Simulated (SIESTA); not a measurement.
Crystal: TiB2.

```
Ti B
1.0
     3.02920    0.00000    0.00000
    -1.51460    2.62336    0.00000
     0.00000    0.00000    3.22840
Ti B
1 2
Direct
  0.00000 0.00000 0.00000
  0.66667 0.33333 0.50000
  0.33333 0.66667 0.50000
```

Base run:

* Program: SIESTA 5.4.2
* Functional: vdW-DF2
* Potentials or basis: PseudoDojo 0.4 standard (PBE files)
* Basis: DZP (energy shift 0.003 Ry; two zetas on semicore shells)
* Grid cutoff: 800 Ry
* Energy shift: 0.003 Ry
* k mesh: 10 × 10 × 8
* Occupations: fermi-dirac, width 0.05 eV
* Spin: no spin polarisation

Its results: band gap on the k mesh none (metal or under the smearing width); pressure 12.6 GPa.

After a change of settings the same cell gave: band gap on the k mesh none (metal or under the smearing width); pressure 9.0 GPa. Which change was it?
A. functional from vdW-DF2 to vdW-DF
B. functional from vdW-DF2 to VV10
C. functional from vdW-DF2 to vdW-DF-C09
D. functional from vdW-DF2 to vdW-DF-cx

A.

Caveats: the potentials were made for another functional, which shifts forces and pressure; the basis of atomic orbitals isn't converged, which shifts pressures, moduli and gaps.

Runs at the PBE level aren't shown here.
